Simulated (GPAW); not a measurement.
# W2C (P-3m1) in GPAW: notebook

The runs below take W2C through single point, with LDA, PBE.

Everything below comes from runs of GPAW 26.7.0. Logs are shortened: lines on timing, memory, paths and dates and some standing lists are left out, and cuts for length are marked. The log counts tension as positive stress, the text compression.

### Step 1. The structure

It takes space group P-3m1 (No. 164, trigonal). The conventional cell has a = 3.070 Å, b = 3.070 Å, c = 4.678 Å, α = 90.00°, β = 90.00°, γ = 120.00°. W (site symmetry 3m) is surrounded by 3 C at 2.13 Å. Around C (site symmetry -3m) lie 6 W at 2.13 Å.

The cell comes from a database or a generator and needn't be the stable form of this composition.

### Step 2. Single point, LDA

run.py reads:

```python
from ase import Atoms
from ase.dft.bandgap import bandgap
from ase.io import write
from ase.units import GPa
from gpaw import GPAW, PW

atoms = Atoms(['W', 'W', 'C'],
              cell=[[3.070045642, 0.0, 0.0],
                    [-1.535022821, 2.6587375167, 0.0],
                    [0.0, 0.0, 4.678428]],
              scaled_positions=[[0.6666666667, 0.3333333333, 0.253669],
                                [0.3333333333, 0.6666666667, 0.746331],
                                [0.0, 0.0, 0.0]],
              pbc=True)

calc = GPAW(mode=PW(800),
            xc='LDA',
            kpts={'size': (10, 10, 6), 'gamma': True},
            occupations={'name': 'methfessel-paxton', 'order': 0, 'width': 0.02},
            nbands=30,
            convergence={'density': 1e-05, 'energy': 1e-05},
            maxiter=150,
            txt='gpaw.txt')
atoms.calc = calc
energy = atoms.get_potential_energy()
forces = atoms.get_forces()
stress = atoms.get_stress()
calc.write('gs.gpw')
write('result.traj', atoms)
print(f'Energy: {energy:.6f} eV')
print('Forces (eV/A):')
print(forces.round(4))
print('Stress (GPa):', (stress / GPa).round(3))
print('Fermi level:', round(calc.get_fermi_level(), 4), 'eV')
print(f'Gap: {bandgap(calc)[0]:.4f} eV, direct: {bandgap(calc, direct=True)[0]:.4f} eV')
```

Potentials or basis: the program's PAW data sets (release 1.2.1) made for this functional, pw.

Launch:

```console
$ OMP_NUM_THREADS=1 python run.py
```

gpaw.txt:

```text
__  _  _
 | _ |_)|_||  |
 |__||  | ||/\| - 26.7.0

Input parameters:
  mode=PW(ecut=800.0),
  convergence={'density': 1e-05, 'energy': 1e-05},
  kpts=MonkhorstPack(size=(10, 10, 6), gamma=True),
  maxiter=150,
  nbands=30,
  occupations=Occupations(name='methfessel-paxton', order=0, width=0.02),
  xc=XC(name='LDA')

Diagonalizing LCAO Hamiltonian
Converting LCAO to pw mode

         W

            W

       C

Atoms  # Å, Bohr magnetons
|   | symbol |         x |        y |        z |    initial magnetic moments |
|---|--------|-----------|----------|----------|-----------------------------|
| 0 |      W |  1.535023 | 0.886246 | 1.186772 | ( 0.0000,  0.0000,  0.0000) |
| 1 |      W | -0.000000 | 1.772492 | 3.491656 | ( 0.0000,  0.0000,  0.0000) |
| 2 |      C |  0.000000 | 0.000000 | 0.000000 | ( 0.0000,  0.0000,  0.0000) |

Unit cell  # Å
| periodic |         x |        y |        z |  lengths |     angles |
|----------|-----------|----------|----------|----------|------------|
|      yes |  3.070046 | 0.000000 | 0.000000 | 3.070046 |  90.000000 |
|      yes | -1.535023 | 2.658738 | 0.000000 | 3.070046 |  90.000000 |
|      yes |  0.000000 | 0.000000 | 4.678428 | 4.678428 | 120.000000 |

Number of symmetries: 12
Symmetry operations  # r_c * U_cc + t_c -> r_c
|    | kind |            matrix            |
|----|------|------------------------------|
|  0 |  σ   |  1, 1, 0,  0,-1, 0,  0, 0, 1 |
|  1 |  S6  |  1, 1, 0, -1, 0, 0,  0, 0,-1 |
|  2 |  E   |  1, 0, 0,  0, 1, 0,  0, 0, 1 |
|  3 |  C2  |  1, 0, 0, -1,-1, 0,  0, 0,-1 |
|  4 |  C2  |  0, 1, 0,  1, 0, 0,  0, 0,-1 |
|  5 |  C3  |  0, 1, 0, -1,-1, 0,  0, 0, 1 |
|  6 |  S6  |  0,-1, 0,  1, 1, 0,  0, 0,-1 |
|  7 |  σ   |  0,-1, 0, -1, 0, 0,  0, 0, 1 |
|  8 |  σ   | -1, 0, 0,  1, 1, 0,  0, 0, 1 |
|  9 |  i   | -1, 0, 0,  0,-1, 0,  0, 0,-1 |
| 10 |  C3  | -1,-1, 0,  1, 0, 0,  0, 0, 1 |
| 11 |  C2  | -1,-1, 0,  0, 1, 0,  0, 0,-1 |

BZ-sampling:
  Number of BZ points: 600
  Number of IBZ points: 72

  Monkhorst-Pack size: [10, 10, 6]
  Monkhorst-Pack shift: [0.05, 0.05, 0.08333333333333333]

K-points  # in reciprocal-cell coordinates
|     |                                coordinates |     weight |
|-----|--------------------------------------------|------------|
|   0 | (  0.00000000,   0.00000000,   0.00000000) | 0.00166667 |
|   1 | (  0.00000000,   0.00000000,   0.16666667) | 0.00333333 |
|   2 | (  0.00000000,   0.00000000,   0.33333333) | 0.00333333 |
|   3 | (  0.00000000,   0.00000000,   0.50000000) | 0.00166667 |
|   4 | (  0.10000000,   0.00000000,  -0.33333333) | 0.01000000 |
|   5 | (  0.10000000,   0.00000000,  -0.16666667) | 0.01000000 |
|   6 | (  0.10000000,   0.00000000,   0.00000000) | 0.01000000 |
|   7 | (  0.10000000,   0.00000000,   0.16666667) | 0.01000000 |
|   8 | (  0.10000000,   0.00000000,   0.33333333) | 0.01000000 |
|   9 | (  0.10000000,   0.00000000,   0.50000000) | 0.01000000 |
| ... |                                            |            |
|  71 | (  0.50000000,   0.50000000,   0.50000000) | 0.00500000 |

Plane wave coefficients: 1980
Cutoff: 800.0 eV

Spin-components: 1 (collinear spins)
Bands:           30
Projectors:      17
Spin-degeneracy: 2
Datatype:        complex128

Parallelization:
  kpt:    1
  domain: 1
  band:   1

Density:
  Valence electrons: 32.0
  Components: 1
  Grid points: [21 21 32]
  Charge: 0.0  # |e|

Potential:
  Grid points: [21 21 32]

species:
  W:
    name:    Tungsten
    Z:       74.0
    valence: 14
    core:    60
    charge:  0.0  # [|e|]
    compensation charges:
      type: gauss
      rc: 0.40  # [Å]
      lmax: 2
    cutoffs:
      filter: 2.36  # [Å]
      core: 3.02  # [Å]
    projectors
    | kind |    occ | energy [eV] | rcut [Å] |
    |------|--------|-------------|----------|
    |   5s |  2.000 |     -79.053 |    1.344 |
    |   6s |  2.000 |      -5.886 |    1.344 |
    |   5p |  6.000 |     -43.417 |    1.355 |
    |   6p |  0.000 |      -1.469 |    1.355 |
    |   5d |  4.000 |      -4.693 |    1.228 |
    |    d |        |      22.518 |    1.228 |

    Using partial waves for W as LCAO basis

  C:
    name:    Carbon
    Z:       6.0
    valence: 4
    core:    2
    charge:  0.0  # [|e|]
    compensation charges:
      type: gauss
      rc: 0.20  # [Å]
      lmax: 2
    cutoffs:
      filter: 1.14  # [Å]
      core: 1.14  # [Å]
    projectors
    | kind |    occ | energy [eV] | rcut [Å] |
    |------|--------|-------------|----------|
    |   2s |  2.000 |     -13.639 |    0.635 |
    |   2p |  2.000 |      -5.414 |    0.635 |
    |    s |        |      13.573 |    0.635 |
    |    p |        |      21.797 |    0.635 |
    |    d |        |       0.000 |    0.635 |

    Using partial waves for C as LCAO basis

Reference energy: -878051.014965  # eV

eigensolver:
  PPCG
  Converge bands: occupied
  niter=2

density mixing:
  MSR1-Mixer
  Pratt-step length: 0.05
  Maximum mixing coefficient: 0.75
  Old densities: 10
  SVD Regularization: 0.005
  Good broyden scale: 1.0
  Trust region scale: 1.0
  Backstep threshold: 4.0
  History deletion threshold: 6.0
  Fourier metric: weight=20.0, sigma=0.015

occupation numbers:
  Methfessel-Paxton:
    width: 0.0200  # eV
    order: 0

poisson solver:
  ecut: 6400.0  # eV

xc functional:
  name: None

convergence criteria:
- Maximum integral of absolute [dens]ity change: 1e-05 electrons / valence electron
- Maximum [total energy] change in last 3 cyles: 1e-05 eV / valence electron
- Maximum integral of absolute [eigenst]ate change: 4e-08 eV^2 / valence electron
maximum number of iterations: 150

SCF iterations
|iter     | |      energy | eigst |  dens |
|---------|-|-------------|-------|-------|
|iter:   1| |  -37.716671 | +0.08 |       |
|iter:   2| |  -37.112373 | -2.43 | -1.05 |
|iter:   3| |  -35.782250 | -1.61 | -1.11 |
|iter:   4| |  -35.779678 | -3.03 | -1.75 |
|iter:   5| |  -35.783311 | -3.59 | -2.03 |
|iter:   6| |  -35.783850 | -4.32 | -2.43 |
|iter:   7| |  -35.783870 | -5.99 | -3.37 |
|iter:   8| |  -35.783870c| -7.84c| -4.02 |
|iter:   9| |  -35.783871c| -7.57c| -4.51 |
|iter:  10| |  -35.783871c| -8.51c| -5.62c|

Converged in 10 steps
Energy contributions relative to reference atoms: (reference = -878051.014965)

Energy contributions:
  Kinetic:          11.595068
  Coulomb:         -15.534824
  Zero:             -0.124386
  External:          0.000000
  Xc:              -31.719426
  Entropy:          -0.000605
  Spinorbit:         0.000000
  ----------------------------
  Free energy:     -35.784173
  Extrapolated:    -35.783871

dipole moment: (-3.044640, -5.273471, -9.279424)  # |e|*Ang

Fermi level: 14.105
Eigenvalues  # (at kpt = [0.000, 0.000, 0.000])
| band index |      eig [eV] | occ [0-2] |
|------------|---------------|-----------|
|          0 |       -60.418 |     2.000 |
|        ... |               |           |
|         10 |         8.751 |     2.000 |
|         11 |         8.751 |     2.000 |
|         12 |        10.306 |     2.000 |
|         13 |        12.658 |     2.000 |
|         14 |        12.785 |     2.000 |
|         15 |        12.785 |     2.000 |
[... 8 lines left out ...]
|         24 |        24.541 |     0.000 |
|         25 |        27.798 |     0.000 |
|        ... |               |           |
|         29 |        33.458 |     0.000 |

No gap
No difference between direct/indirect transitions

Forces  # eV/Ang
|        x |       y |        z |
|----------|---------|----------|
| -0.00000 | 0.00000 | -0.39134 |  # W    0
|  0.00000 | 0.00000 |  0.39134 |  # W    1
|  0.00000 | 0.00000 |  0.00000 |  # C    2

Stress tensor  # eV/Ang^3
|         x |         y |        z |
|-----------|-----------|----------|
|  0.106152 | -0.000000 | 0.000000 |
| -0.000000 |  0.106152 | 0.000000 |
|  0.000000 |  0.000000 | 0.102948 |

# Writing to gs.gpw (mode='')
```

It took 78 s on 1 thread of Arm Neoverse V1, shared host; peak memory 0.24 GiB.

What came out:

| Item | Value |
| --- | --- |
| Free energy | -35.7842 eV |
| Pressure | -16.8 GPa |
| Largest force | 0.391 eV/Å |
| Band gap on the k mesh | none (metal or under the smearing width) |

Forces in eV/Å, atoms in the order of the input:
```
W    0.000  0.000 -0.391
W    0.000  0.000  0.391
C    0.000  0.000  0.000
```

Levels at points of the mesh, in eV from the Fermi level:
```
           k point  band 12  band 13  band 14  band 15  band 16  band 17  band 18  band 19  band 20  band 21
(0.00, 0.00, 0.00)    -5.35    -3.80    -1.45    -1.32    -1.32    -1.04    -1.04     0.57     0.57     1.61
(0.00, 0.00, 0.50)    -5.67    -3.18    -2.72    -2.26    -2.26     1.06     1.06     1.64     1.64     3.34
(0.50, 0.50, 0.00)    -5.68    -5.35    -3.31    -1.68     1.40     2.27     2.60     3.03     3.19     3.55
(0.50, 0.50, 0.50)    -5.22    -4.03    -2.52    -2.35    -0.44     0.31     2.02     2.58     2.84     3.19
```

Caveat: so large a pressure means that the cell lies far from this level's equilibrium, or that cutoff or potentials fall short. Spin-orbit coupling is left out, which matters for the levels of W.

### Step 3. Single point, PBE

run.py reads:

```python
from ase.dft.bandgap import bandgap
from ase.io import read, write
from ase.units import GPa
from gpaw import GPAW, PW

atoms = read('POSCAR')

calc = GPAW(mode=PW(800),
            xc='PBE',
            kpts={'size': (10, 10, 6), 'gamma': True},
            occupations={'name': 'methfessel-paxton', 'order': 0, 'width': 0.02},
            nbands=30,
            convergence={'density': 1e-05, 'energy': 1e-05},
            maxiter=150,
            txt='gpaw.txt')
atoms.calc = calc
energy = atoms.get_potential_energy()
forces = atoms.get_forces()
stress = atoms.get_stress()
calc.write('gs.gpw')
write('result.traj', atoms)
print(f'Energy: {energy:.6f} eV')
print('Forces (eV/A):')
print(forces.round(4))
print('Stress (GPa):', (stress / GPa).round(3))
print('Fermi level:', round(calc.get_fermi_level(), 4), 'eV')
print(f'Gap: {bandgap(calc)[0]:.4f} eV, direct: {bandgap(calc, direct=True)[0]:.4f} eV')
```

POSCAR reads:

```
W2C
1.0
    3.0700456420      0.0000000000      0.0000000000
   -1.5350228210      2.6587375167      0.0000000000
    0.0000000000      0.0000000000      4.6784280000
W C
2 1
Direct
    0.6666666667      0.3333333333      0.2536690000
    0.3333333333      0.6666666667      0.7463310000
    0.0000000000      0.0000000000      0.0000000000
```

Potentials or basis: GPAW PAW data sets (gpaw-data 1.2.1), pw.

Launch:

```console
$ OMP_NUM_THREADS=1 python run.py
```

It took 85 s on 1 thread of Arm Neoverse V1, shared host; peak memory 0.24 GiB.

Results (log left out):

| Item | Value |
| --- | --- |
| Free energy | -32.2684 eV |
| Pressure | -2.0 GPa |
| Largest force | 0.023 eV/Å |
| Band gap on the k mesh | none (metal or under the smearing width) |

Forces on the atoms (eV/Å):
```
W    0.000  0.000  0.023
W    0.000  0.000 -0.023
C    0.000  0.000  0.000
```

Stress tensor (GPa, compression positive):
```
-2.28  0.00  0.00
 0.00 -2.28  0.00
 0.00  0.00 -1.38
```

Levels at points of the mesh, in eV from the Fermi level:
```tsv
k point	band 12	band 13	band 14	band 15	band 16	band 17	band 18	band 19	band 20	band 21
(0.00, 0.00, 0.00)	-5.38	-3.95	-1.44	-1.32	-1.32	-1.04	-1.04	0.58	0.58	1.59
(0.00, 0.00, 0.50)	-5.69	-3.21	-2.78	-2.26	-2.26	1.06	1.06	1.66	1.66	3.32
(0.50, 0.50, 0.00)	-5.73	-5.39	-3.39	-1.74	1.40	2.26	2.61	3.05	3.21	3.53
(0.50, 0.50, 0.50)	-5.26	-4.06	-2.62	-2.43	-0.44	0.29	2.04	2.60	2.86	3.20
```

The run has no spin-orbit coupling, so splittings on W are missing.

### Step 4. Single point, LDA

Edit run.py of step 3 so:

```diff
@@ -5,8 +5,8 @@
 
-atoms = read('POSCAR')
+atoms = read('W2C.xyz')
 
 calc = GPAW(mode=PW(800),
-            xc='PBE',
+            xc='LDA',
             kpts={'size': (10, 10, 6), 'gamma': True},
-            occupations={'name': 'methfessel-paxton', 'order': 0, 'width': 0.02},
+            occupations={'name': 'methfessel-paxton', 'order': 0, 'width': 0.05},
             nbands=30,
```

W2C.xyz reads:

```xyz
3
Lattice="3.0700456420 0.0000000000 0.0000000000 -1.5350228210 2.6587375167 0.0000000000 0.0000000000 0.0000000000 4.6784280000" Properties=species:S:1:pos:R:3 pbc="T T T"
W      1.5350228212      0.8862458388      1.1867721523
W     -0.0000000002      1.7724916779      3.4916558477
C      0.0000000000      0.0000000000      0.0000000000
```

Potentials or basis: the program's PAW data sets (release 1.2.1) made for this functional, pw.

Launch:

```console
$ OMP_NUM_THREADS=1 python run.py
```

Run time: 78 s. Hardware: 1 thread of Arm Neoverse V1, shared host; peak memory 0.24 GiB.

Results (log left out):

```yaml
Free_energy: -35.7861 eV
Pressure: -16.8 GPa
Largest_force: 0.372 eV/Å
Band_gap_on_the_k_mesh: none (metal or under the smearing width)
```

Forces on the atoms (eV/Å):
```
W    0.000  0.000 -0.372
W    0.000  0.000  0.372
C    0.000  0.000  0.000
```

Stress tensor (GPa, compression positive):
```
-17.04   0.00   0.00
  0.00 -17.04   0.00
  0.00   0.00 -16.39
```

Levels at points of the mesh, in eV from the Fermi level:
```tsv
k point	band 13	band 14	band 15	band 16	band 17	band 18	band 19	band 20
(0.00, 0.00, 0.00)	-3.80	-1.44	-1.32	-1.32	-1.04	-1.04	0.57	0.57
(0.00, 0.00, 0.50)	-3.18	-2.72	-2.26	-2.26	1.06	1.06	1.64	1.64
(0.50, 0.50, 0.00)	-5.35	-3.31	-1.68	1.40	2.27	2.60	3.03	3.20
(0.50, 0.50, 0.50)	-4.03	-2.51	-2.35	-0.44	0.31	2.02	2.58	2.85
```

Caveat: so large a pressure means that the cell lies far from this level's equilibrium, or that cutoff or potentials fall short.

### Step 5. Summary

```csv
level,potentials or basis,smearing,gap on the mesh (eV),pressure (GPa),largest force (eV/Å)
LDA,"the program's PAW data sets (release 1.2.1) made for this functional, pw",gaussian 0.02 eV,none,-16.8,0.39
PBE,"GPAW PAW data sets (gpaw-data 1.2.1), pw",gaussian 0.02 eV,none,-2.0,0.02
LDA,"the program's PAW data sets (release 1.2.1) made for this functional, pw",gaussian 0.05 eV,none,-16.8,0.37
```

Alike in all rows: task single point; no spin polarisation; cell as given; k mesh 10 × 10 × 6; cutoff (eV) 800.

Caveats: so large a pressure means that the cell lies far from this level's equilibrium, or that cutoff or potentials fall short (some runs).

Total energies depend on the potentials used, so only differences within one code and one set of settings carry meaning.
